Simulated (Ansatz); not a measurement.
# A N vacancy in zincblende BN, 63 atoms, charge −1

The calculation used DFT, PBEsol, PAW, plane waves in Ansatz.

Command:

```sh
ansatz run in.yaml --threads 7 --pin off --max-ram 13300MiB --runs-dir r --events-out ev --progress --plain
```

The input less its lattice and atoms:

```yaml
crystal:
  symmetry: { detect: false }
kpoints:
  mp_grid: { grid: [1, 1, 1], shift: [0.25, 0.25, 0.25] }
hamiltonian:
  xc: pbesol
total_charge: -1
scf:
  occupations: { method: fermi_dirac, width: 0.01 }
relax:
  f_tol: 0.03
  max_steps: 80
  escape_saddle: false
  adjacent_minimum: "off"
output:
  forces: true
  eigenvalues: true
  populations: true
  charged_corrections: { epsilon: 7.1 }
```

Start:

```
B N
1.0
     7.21159    0.00000    0.00000
     0.00000    7.21159    0.00000
     0.00000    0.00000    7.21159
B N
32 31
Cartesian
  7.1734 7.1759 0.0131
  0.0142 0.0076 3.6185
  7.1988 3.5938 0.0157
  0.0051 3.5916 3.6168
  3.6035 7.1943 0.0109
  3.6294 7.2108 3.5863
  3.6005 3.6076 7.1934
  3.6459 3.6381 3.5824
  1.7823 1.8226 7.1863
  1.7737 1.8197 3.5437
  1.8228 5.4307 0.0180
  1.7363 5.4062 3.6244
  5.3865 1.8216 0.0197
  5.3644 1.7942 3.6109
  5.4376 5.3901 7.1944
  5.3899 5.4288 3.5857
  1.7978 0.0223 1.7972
  1.7932 7.1860 5.3983
  1.8131 3.5858 1.8368
  1.7741 3.6055 5.4151
  5.3871 0.0045 1.7917
  5.4095 0.0253 5.4063
  5.4327 3.5925 1.7901
  5.4068 3.5920 5.4098
  7.1980 1.8261 1.8067
  0.0203 1.8312 5.4113
  7.2043 5.4215 1.7799
  0.0119 5.4575 5.3837
  3.6117 1.8275 1.7933
  3.6131 1.7794 5.4119
  3.5957 5.3820 1.8216
  3.6232 5.4357 5.4183
  0.8840 0.8997 0.8977
  0.9209 0.8887 4.4984
  0.9124 4.5295 0.8791
  0.8887 4.5046 4.5043
  4.5187 0.9124 0.9020
  4.4975 0.8940 4.5112
  4.4614 4.5052 0.8937
  2.6869 2.6751 0.8613
  2.7349 2.7051 4.4929
  2.7175 6.3056 0.8913
  2.6958 6.2819 4.5119
  6.3206 2.6988 0.9072
  6.2962 2.6847 4.5243
  6.2911 6.3019 0.8836
  6.2900 6.2872 4.4973
  2.6971 0.8587 2.6926
  2.7474 0.8941 6.3096
  2.7031 4.5208 2.6603
  2.7171 4.5177 6.3166
  6.2921 0.9122 2.6950
  6.2915 0.9160 6.2978
  6.3341 4.5146 2.6908
  6.3032 4.5119 6.3112
  0.8754 2.7075 2.6785
  0.8938 2.6973 6.3102
  0.9050 6.3391 2.7131
  0.9399 6.2960 6.3107
  4.4962 2.7291 2.6901
  4.5401 2.7479 6.3330
  4.5082 6.3354 2.7018
  4.4782 6.3167 6.2913
```

Steps:

```
 step  energy less the first (eV)  largest force component (eV/Å)
start                       0.000                           2.205
    1                      -1.178                           1.589
    2                      -1.864                           1.572
    3                      -2.202                           1.234
    4                      -2.492                           0.690
    5                      -2.611                           0.393
    6                      -2.655                           0.192
    7                      -2.664                           0.139
    8                      -2.723                           0.366
    9                      -2.770                           0.155
   10                      -2.782                           0.285
   11                      -2.790                           0.063
   12                      -2.791                           0.024
```

A structure on the way, about -1.86 eV from the start:

```
B N
1.0
     7.21159    0.00000    0.00000
     0.00000    7.21159    0.00000
     0.00000    0.00000    7.21159
B N
32 31
Cartesian
  7.2069 0.0032 0.0041
  7.1987 7.1900 3.6143
  0.0012 3.6166 7.1988
  7.1950 3.6189 3.6031
  3.6002 0.0044 7.2046
  3.6043 7.1998 3.6028
  3.6095 3.6229 7.1978
  3.6081 3.5849 3.4465
  1.8041 1.8165 7.1939
  1.8090 1.8135 3.5943
  1.8100 5.4111 7.2005
  1.8202 5.4004 3.5936
  5.3994 1.8101 7.2030
  5.3945 1.8200 3.5873
  5.4251 5.4255 0.0085
  5.2411 5.2584 3.6989
  1.7994 7.2101 1.8048
  1.8119 7.2062 5.3966
  1.8003 3.6051 1.7997
  1.8341 3.6184 5.3898
  5.3945 7.2032 1.8160
  5.4090 0.0011 5.4201
  5.4022 3.5874 1.8014
  5.3859 3.7254 5.4486
  7.2020 1.8057 1.8026
  7.2010 1.8337 5.4015
  7.2002 5.3979 1.8154
  7.2013 5.4148 5.4122
  3.6011 1.7949 1.7796
  3.5912 1.8233 5.3824
  3.5799 5.3925 1.7987
  3.7429 5.4183 5.4529
  0.9029 0.9049 0.8994
  0.8922 0.8986 4.5012
  0.8953 4.5113 0.8893
  0.9122 4.5157 4.5007
  4.5070 0.8946 0.8948
  4.5093 0.9114 4.5023
  4.5063 4.5141 0.9030
  2.7001 2.7027 0.8815
  2.7235 2.7287 4.4752
  2.6984 6.3170 0.8855
  2.7500 6.2847 4.5082
  6.3165 2.7074 0.8904
  6.2771 2.7653 4.5029
  6.3162 6.3178 0.9184
  6.2696 6.2636 4.5176
  2.6987 0.8905 2.7007
  2.7116 0.9170 6.2945
  2.6749 4.5085 2.6454
  2.7457 4.5166 6.2946
  6.3050 0.8966 2.7103
  6.3117 0.9125 6.3012
  6.2756 4.4918 2.7280
  6.3245 4.5297 6.3398
  0.8929 2.7035 2.7024
  0.9128 2.7165 6.2895
  0.8995 6.3053 2.7149
  0.9073 6.3160 6.2994
  4.5062 2.6604 2.6388
  4.5032 2.7426 6.3016
  4.4775 6.2812 2.7302
  4.5233 6.3489 6.3495
```

End:

```xyz
63
Lattice="7.2116 0.0000 0.0000 0.0000 7.2116 0.0000 0.0000 0.0000 7.2116" Properties=species:S:1:pos:R:3 pbc="T T T"
B     0.0028    0.0076    0.0083
B     7.1983    7.2031    3.6394
B     0.0094    3.6201    7.2018
B     7.1906    3.6120    3.6078
B     3.6154    0.0141    7.2018
B     3.6072    7.1955    3.6079
B     3.6065    3.6114    7.2056
B     3.6986    3.7033    3.4182
B     1.8073    1.8122    7.1955
B     1.8333    1.8381    3.5994
B     1.7992    5.4260    7.2094
B     1.8009    5.3986    3.5899
B     5.4213    1.8040    7.2094
B     5.3938    1.8058    3.5899
B     5.4146    5.4194    0.0119
B     4.9455    4.9498    3.6015
B     1.7942    0.0016    1.8055
B     1.8165    0.0107    5.4110
B     1.7730    3.6056    1.7808
B     1.8356    3.6303    5.3747
B     5.4009    7.1733    1.8473
B     5.4506    0.0000    5.3903
B     5.4104    3.5742    1.7781
B     5.4311    3.6766    5.4615
B     7.2085    1.7990    1.8054
B     0.0058    1.8213    5.4111
B     7.1686    5.4056    1.8474
B     7.2068    5.4554    5.3902
B     3.6008    1.7778    1.7809
B     3.6255    1.8405    5.3747
B     3.5695    5.4151    1.7781
B     3.6718    5.4360    5.4616
N     0.9050    0.9098    0.9025
N     0.9340    0.9389    4.5055
N     0.8801    4.5122    0.9003
N     0.9039    4.5202    4.4998
N     4.5075    0.8849    0.9003
N     4.5154    0.9087    4.4998
N     4.5054    4.5103    0.8925
N     2.6985    2.7034    0.8853
N     2.7680    2.7728    4.4724
N     2.6973    6.3285    0.8826
N     2.7351    6.2878    4.5083
N     6.3238    2.7020    0.8825
N     6.2830    2.7400    4.5083
N     6.3068    6.3117    0.9267
N     6.3784    6.3832    4.5751
N     2.7030    0.9006    2.7028
N     2.7225    0.9243    6.2941
N     2.6471    4.5103    2.6257
N     2.7325    4.5212    6.3016
N     6.3083    0.8995    2.7145
N     6.3214    0.9270    6.3251
N     6.2520    4.4565    2.7329
N     6.3291    4.5341    6.3268
N     0.8958    2.7078    2.7027
N     0.9195    2.7273    6.2942
N     0.8948    6.3131    2.7146
N     0.9222    6.3263    6.3250
N     4.5056    2.6518    2.6258
N     4.5164    2.7372    6.3015
N     4.4518    6.2567    2.7331
N     4.5293    6.3339    6.3269
```

The calculation finished and met its thresholds.

Time: 36 s of wall time on 7 threads of a Neoverse-V2 processor, on a host shared with other runs; peak host memory 0.86 GiB.

Q: How much energy did the relaxation gain, and which atom moved most?

A: 2.79 eV in 12 steps, from a start with small random displacements; atom 16 (B) moved 0.65 Å, the median atom 0.04 Å (drift of the whole cell removed).

The one k point has no symmetry partners, which can distort the end along one axis.
